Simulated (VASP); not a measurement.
# Al2Au (Fm-3m) in VASP: a series of runs, part 2 of 2

VASP 6.6.1. Earlier steps stand in the parts before.

## Step 4: Density of states, PBE

Contents of POSCAR:

```
Al2Au                                   
1.0
    0.0000000000      3.0000000000      3.0000000000
    3.0000000000      0.0000000000      3.0000000000
    3.0000000000      3.0000000000      0.0000000000
  Al              Au            
     2     1
Direct
     0.2500000000000000    0.2500000000000000    0.2500000000000000
     0.7500000000000000    0.7500000000000000    0.7500000000000000
     0.0000000000000000    0.0000000000000000    0.0000000000000000
```

Contents of INCAR.step1:

```
SYSTEM = Al2Au
PREC     = Accurate       ! precision mode
ENCUT    = 520            ! plane-wave cutoff, eV
EDIFF    = 1E-6           ! SCF threshold, eV
ISMEAR   = 1              ! smearing method
SIGMA    = 0.1            ! smearing width, eV
LREAL    = .FALSE.        ! projectors in reciprocal space
LASPH    = .TRUE.         ! aspherical terms in the spheres
NELM     = 80             ! most SCF steps
ALGO     = Normal         ! electronic algorithm
ISIF     = 2              ! what is computed and relaxed
LWAVE    = .FALSE.        ! write WAVECAR
LCHARG   = .TRUE.         ! write CHGCAR
LMAXMIX  = 4              ! l up to which the mixer works
GGA      = PE             ! functional
KPAR     = 4
```

Contents of KPOINTS.step1:

```
Automatic mesh
0
G
  12 12 12
  0 0 0
```

Contents of INCAR.step2:

```
SYSTEM = Al2Au
PREC     = Accurate       ! precision mode
ENCUT    = 520            ! plane-wave cutoff, eV
EDIFF    = 1E-6           ! SCF threshold, eV
ISMEAR   = -5             ! smearing method
SIGMA    = 0.1            ! smearing width, eV
LREAL    = .FALSE.        ! projectors in reciprocal space
LASPH    = .TRUE.         ! aspherical terms in the spheres
NELM     = 80             ! most SCF steps
ALGO     = Normal         ! electronic algorithm
ISIF     = 2              ! what is computed and relaxed
LWAVE    = .FALSE.        ! write WAVECAR
LCHARG   = .FALSE.        ! write CHGCAR
LMAXMIX  = 4              ! l up to which the mixer works
GGA      = PE             ! functional
LORBIT   = 10             ! projections on sites
KPAR     = 4            
NEDOS    = 2001           ! points of the DOS
ICHARG   = 11             ! starting density
```

Contents of KPOINTS.step2:

```
Automatic mesh
0
G
  18 18 18
  0 0 0
```

Potentials or basis: VASP PAW PBE potentials, release 64 (Al, Au).

Started as:

```bash
$ cat potpaw_PBE.64/Al/POTCAR potpaw_PBE.64/Au/POTCAR > POTCAR
$ cp INCAR.step1 INCAR
$ cp KPOINTS.step1 KPOINTS
$ mpirun -np 4 vasp_std > vasp.out
$ cp INCAR.step2 INCAR
$ cp KPOINTS.step2 KPOINTS
$ mpirun -np 4 vasp_std > vasp.out
```

OUTCAR:

```text
SYSTEM = Al2Au
   PREC = Accurate
   ENCUT = 520
   EDIFF = 1E-6
   ISMEAR = -5
   LREAL = .FALSE.
   LASPH = .TRUE.
   NELM = 80
   ISIF = 2
   GGA = PE
   LORBIT = 10
   ICHARG = 11

 ion  position               nearest neighbor table
   1  0.250  0.250  0.250-   3 2.60   3 2.60   3 2.60   3 2.60   2 3.00   2 3.00   2 3.00   2 3.00
                             2 3.00   2 3.00
   2  0.750  0.750  0.750-   3 2.60   3 2.60   3 2.60   3 2.60   1 3.00   1 3.00   1 3.00   1 3.00
                             1 3.00   1 3.00
   3  0.000  0.000  0.000-   2 2.60   2 2.60   2 2.60   1 2.60   2 2.60   1 2.60   1 2.60   1 2.60

  LATTYP: Found a face centered cubic cell.
 ALAT       =     6.0000000000

  Lattice vectors:

 A1 = (   0.0000000000,   3.0000000000,   3.0000000000)
 A2 = (   3.0000000000,   0.0000000000,   3.0000000000)
 A3 = (   3.0000000000,   3.0000000000,   0.0000000000)

Analysis of symmetry for initial positions (statically):
=====================================================================
 Subroutine PRICEL returns:
 Original cell was already a primitive cell.

 Routine SETGRP: Setting up the symmetry group for a
 face centered cubic supercell.

 Subroutine GETGRP returns: Found 48 space group operations
 (whereof 48 operations were pure point group operations)
 out of a pool of 48 trial point group operations.

The static configuration has the point symmetry O_h .

Analysis of symmetry for dynamics (positions and initial velocities):
=====================================================================
 Subroutine PRICEL returns:
 Original cell was already a primitive cell.

 Routine SETGRP: Setting up the symmetry group for a
 face centered cubic supercell.

 Subroutine GETGRP returns: Found 48 space group operations
 (whereof 48 operations were pure point group operations)
 out of a pool of 48 trial point group operations.

The dynamic configuration has the point symmetry O_h .

 Subroutine INISYM returns: Found 48 space group operations
 (whereof 48 operations are pure point group operations),
 and found     1 'primitive' translations

----------------------------------------------------------------------------------------

                                     Primitive cell

  volume of cell :      54.0000

  direct lattice vectors                    reciprocal lattice vectors
     0.000000000  3.000000000  3.000000000    -0.166666667  0.166666667  0.166666667
     3.000000000  0.000000000  3.000000000     0.166666667 -0.166666667  0.166666667
     3.000000000  3.000000000  0.000000000     0.166666667  0.166666667 -0.166666667

  length of vectors
     4.242640687  4.242640687  4.242640687     0.288675135  0.288675135  0.288675135

  position of ions in fractional coordinates (direct lattice)
     0.250000000  0.250000000  0.250000000
     0.750000000  0.750000000  0.750000000
     0.000000000  0.000000000  0.000000000

  ion indices of the primitive-cell ions
   primitive index   ion index
                 1           1
                 2           2
                 3           3

----------------------------------------------------------------------------------------
[... 56 lines left out ...]
   total plane-waves  NPLWV =  32768
   dimension x,y,z NGX =    32 NGY =   32 NGZ =   32
   dimension x,y,z NGXF=    64 NGYF=   64 NGZF=   64
   ions per type =               2   1
   NGX,Y,Z   is equivalent  to a cutoff of  12.54, 12.54, 12.54 a.u.
   NGXF,Y,Z  is equivalent  to a cutoff of  25.08, 25.08, 25.08 a.u.
 SYSTEM =  Al2Au
   PREC   = accura    normal or accurate (medium, high low for compatibility)
   ISTART =      0    job   : 0-new  1-cont  2-samecut
   ICHARG =     11    charge: 1-file 2-atom 10-const
   ISPIN  =      1    spin polarized calculation?
   LNONCOLLINEAR =      F non collinear calculations
   LSORBIT =      F    spin-orbit coupling
   LASPH  =      T    aspherical Exc in radial PAW
   ENCUT  =  520.0 eV  38.22 Ry    6.18 a.u.   7.89  7.89  7.89*2*pi/ulx,y,z
   NELM   =     80;   NELMIN=  2; NELMDL=  0     # of ELM steps
   EDIFF  = 0.1E-05   stopping-criterion for ELM
   LREAL  =      F    real-space projection
   EDIFFG = 0.1E-04   stopping-criterion for IOM
   NSW    =      0    number of steps for IOM
   IBRION =     -1    ionic relax: 0-MD 1-quasi-New 2-CG
   NFREE  =      0    steps in history (QN), initial steepest desc. (CG)
   ISIF   =      2    stress and relaxation
   ISYM   =      2    0-nonsym 1-usesym 2-fastsym
   POTIM  = 0.5000    time-step for ionic-motion
   TEBEG  =    0.0;   TEEND  =   0.0 temperature during run
   PSTRESS=    0.0 pullay stress
   NELECT =      17.0000    total number of electrons
   NUPDOWN=      -1.0000    fix difference up-down
   EMIN   =  10.00;   EMAX   =-10.00  energy-range for DOS
   EFERMI =   0.00;   METHOD = LEGACY
   ISMEAR =    -5;   SIGMA  =   0.10  broadening in eV -4-tet -1-fermi 0-gaus
   EFERMI_NEDOS =   21; number of points for ismear=-14 and -15
   IALGO  =     38    algorithm
   IMIX   =      4    mixing-type and parameters
     AMIX     =   0.40;   BMIX     =  1.00
     AMIX_MAG =   1.60;   BMIX_MAG =  1.00
  volume/ion in A,a.u.               =      18.00       121.47
  Fermi-wavevector in a.u.,A,eV,Ry     =   1.113679  2.104547 16.875035  1.240280
  Thomas-Fermi vector in A             =   2.250266
   LORBIT       =     10    0 simple, 1 ext, 2 COOP (PROOUT), +10 PAW based schemes
   GGA     = PE    functional components
   LHFCALC =     F    Hartree Fock is set to
   AEXX    =    0.0000 exact exchange contribution
   IVDW    =     0    specifies the selected vdW correction
   LEPSILON=     F    determine dielectric tensor
   LRPA    =     F    only Hartree local field effects (RPA)
 non-spin polarized calculation
 Fermi weights with tetrahedron method with Bloechl corrections
  energy-cutoff  :      520.00
  volume of cell :       54.00
 maximum number of plane-waves:      1472

 number of electron      17.0000001 magnetization

 Free energy of the ion-electron system (eV)
  ---------------------------------------------------
  ext. energy  EPLUGINS =         0.00000000
  ---------------------------------------------------
  free energy    TOTEN  =       -12.00753264 eV

  energy without entropy =      -12.00753264  energy(sigma->0) =      -12.00753264

 E-fermi :   7.8013     XC(G=0): -10.5261

 val. band max:        7.8150600298   @ k =  -0.3889   0.1667   0.0000
 cond. band min:       7.7411505901   @ k =   0.2222   0.2222   0.0000
 fundamental gap:     -0.0739094397
 Fermi energy:         7.8012724021

 k-point     1 :       0.0000    0.0000    0.0000
  band No.  band energies     occupation
      1      -2.7553      2.00000
      2       1.1962      2.00000
      3       1.1962      2.00000
      4       1.1962      2.00000
      5       2.1539      2.00000
      6       2.1539      2.00000
      7      10.0370      0.00000
      8      10.7550      0.00000
      9      10.7550      0.00000
     10      10.7550      0.00000
     11      11.7056      0.00000
     12      11.7056      0.00000
[... 331 lines left out ...]
 k-point    24 :      -0.2222    0.0556    0.0000
  band No.  band energies     occupation
      1      -1.9863      2.00000
      2       0.9977      2.00000
      3       1.3555      2.00000
      4       1.3586      2.00000
      5       2.1057      2.00000
      6       2.1894      2.00000
      7       5.9719      2.00000
      8       8.4683     -0.13396
      9       9.5536      0.00000
     10      10.8153      0.00000
     11      11.9148      0.00000
     12      11.9416      0.00000

 [... further k-points ...]
[... 5 lines left out ...]
  --------------------------------------------------------------------------------------
  -------------------------------------------------------------------------------------
  Total        1.0512779      1.0512779      1.0512779      0.0000000      0.0000000      0.0000000
  in kB       31.1913628     31.1913628     31.1913628      0.0000000      0.0000000      0.0000000
  external PRESSURE =      31.1913628 kB  Pullay stress =       0.0000000 kB

 VOLUME and BASIS-vectors are now :
 -----------------------------------------------------------------------------
  energy-cutoff  :      520.00
  volume of cell :       54.00
      direct lattice vectors                 reciprocal lattice vectors
     0.000000000  3.000000000  3.000000000    -0.166666667  0.166666667  0.166666667
     3.000000000  0.000000000  3.000000000     0.166666667 -0.166666667  0.166666667
     3.000000000  3.000000000  0.000000000     0.166666667  0.166666667 -0.166666667

 POSITION                                       TOTAL-FORCE (eV/Angst)
 -----------------------------------------------------------------------------------
      1.50000      1.50000      1.50000         0.000000      0.000000      0.000000
      4.50000      4.50000      4.50000        -0.000000     -0.000000     -0.000000
      0.00000      0.00000      0.00000        -0.000000     -0.000000      0.000000
 -----------------------------------------------------------------------------------
    total drift:                                0.000000     -0.000000      0.000000

  FREE ENERGIE OF THE ION-ELECTRON SYSTEM (eV)
  ---------------------------------------------------
  free  energy   TOTEN  =       -12.0075326370 eV

  energy  without entropy=      -12.0075326370  energy(sigma->0) =      -12.00753264

 total charge

# of ion       s       p       d       tot
------------------------------------------
    1        0.395   0.358   0.000   0.753
    2        0.395   0.358   0.000   0.753
    3        0.756   0.699   8.547  10.002
--------------------------------------------------
tot          1.546   1.414   8.547  11.508
```

Wall time 31 s (4 MPI ranks of Intel Xeon Platinum 8259CL at 2.50GHz (Skylake/Cascade Lake), shared host); peak memory 0.26 GiB.

What came out:

```yaml
Valence_electrons_inside_the_program's_atomic_spheres: Al 0.75; Au 10.00
```

Levels at points of the mesh, in eV from the Fermi level:
| k point | band 7 | band 8 | band 9 | band 10 | band 11 | band 12 |
| --- | --- | --- | --- | --- | --- | --- |
| (0.00, 0.00, 0.00) | 2.24 | 2.95 | 2.95 | 2.95 | 3.90 | 3.90 |
| (0.50, 0.00, 0.00) | -5.46 | 0.35 | 0.35 | 3.29 | 3.59 | 3.81 |
| (0.50, 0.50, 0.00) | -5.02 | -2.12 | -2.12 | 1.26 | 2.09 | 7.64 |

States per cell in windows of 1 eV (zero at the Fermi level; states under -8 eV left out):
```tsv
from (eV)	total	Au3_d	Au3_p	Al1_p	Al2_p	Au3_s	Al1_s
-8.0	1.36	0.60	0.02	0.01	0.01	0.09	0.08
-7.0	5.08	3.53	0.05	0.07	0.07	0.03	0.08
-6.0	4.50	3.58	0.01	0.03	0.03	0.15	0.01
-5.0	0.98	0.30	0.07	0.02	0.02	0.08	0.04
-4.0	0.76	0.14	0.08	0.03	0.03	0.07	0.03
-3.0	0.86	0.13	0.11	0.04	0.04	0.04	0.03
-2.0	1.25	0.15	0.18	0.08	0.08	0.03	0.02
-1.0	1.05	0.09	0.17	0.07	0.07	0.02	0.02
0.0	0.63	0.04	0.12	0.04	0.04	0.01	0.01
1.0	0.58	0.10	0.06	0.02	0.02	0.01	0.04
2.0	1.58	0.22	0.05	0.05	0.05	0.03	0.12
3.0	1.12	0.13	0.03	0.05	0.05	0.04	0.05
4.0	1.74	0.21	0.04	0.12	0.12	0.06	0.05
5.0	1.04	0.08	0.02	0.07	0.07	0.07	0.02
6.0	0.23	0.01	0.00	0.02	0.02	0.00	0.00
7.0	0.06	0.00	0.00	0.00	0.00	0.00	0.00
```

Caveat: tetrahedron occupations give inexact forces and stress in metals. Spin-orbit coupling is left out, which matters for the levels of Au.

## Step 5: Summary

| task | level | spin | k mesh for the DOS | occupations for the DOS | pressure (GPa) |
| --- | --- | --- | --- | --- | --- |
| band structure | r2SCAN | off | - | - | 0.3 |
| band structure | PBE | SOC, no magnetisation | - | - | 2.5 |
| density of states | PBE | off | 18 × 18 × 18 | tetrahedron | - |

Alike in all rows: potentials or basis VASP PAW PBE potentials, release 64 (Al, Au); cell as given; k mesh 12 × 12 × 12; cutoff (eV) 520; smearing methfessel-paxton 0.1 eV.

Caveats: the PAW data sets were made with another functional, which shifts forces and pressure a little (some runs); spin-orbit coupling is left out, which moves the levels of the heavy elements (some runs); tetrahedron occupations give inexact forces and stress in metals (some runs).

Total energies depend on the potentials used, so only differences within one code and one set of settings carry meaning.
